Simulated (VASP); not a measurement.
Write the native input for VASP 6.6.1 that does the following.

```yaml
Task: single point
Functional: LDA
Potentials_or_basis: VASP PAW LDA potentials, release 64 (Nb_sv)
Cutoff: 520 eV
k_mesh: 6 × 6 × 6
Occupations: fermi-dirac, width 0.1 eV
Spin: no spin polarisation
Dipole_correction: no
Further_INCAR_settings: ALGO = Normal; EDIFF = 1e-07; NBANDS = 12
```

The structure of Nb lies in POSCAR:

```
Nb
1.0
    3.8930000000      0.0000000000      0.0000000000
    0.0000000000      3.8930000000      0.0000000000
    0.0000000000      0.0000000000      3.8930000000
Nb
1
Direct
    0.0000000000      0.0000000000      0.0000000000
```

This isn't the form of Nb at room conditions, which is bcc.

The input as run:

INCAR

```
PREC = Accurate
ENCUT = 520
EDIFF = 1E-7
ISMEAR = -1
SIGMA = 0.1
LREAL = False
LASPH = True
NELM = 100
ALGO = Normal
ISIF = 2
LWAVE = False
LCHARG = True
LELF = True
LVHAR = True
NBANDS = 12
```

KPOINTS

```
regular mesh
0
Gamma
  6 6 6
```

Potentials or basis: VASP PAW LDA potentials, release 64 (Nb_sv).

Command:

```sh
$ cat potpaw_LDA.64/Nb_sv/POTCAR > POTCAR
$ mpirun -np 1 vasp_std > vasp.out
```

It gave:

The pressure is -14.7 GPa and the band gap on the k mesh is none (metal or under the smearing width).

Run time: 9.2 s on 1 thread of Intel(R) Xeon(R) 6975P-C (Granite Rapids), with other jobs on the host, peak memory 0.14 GiB.
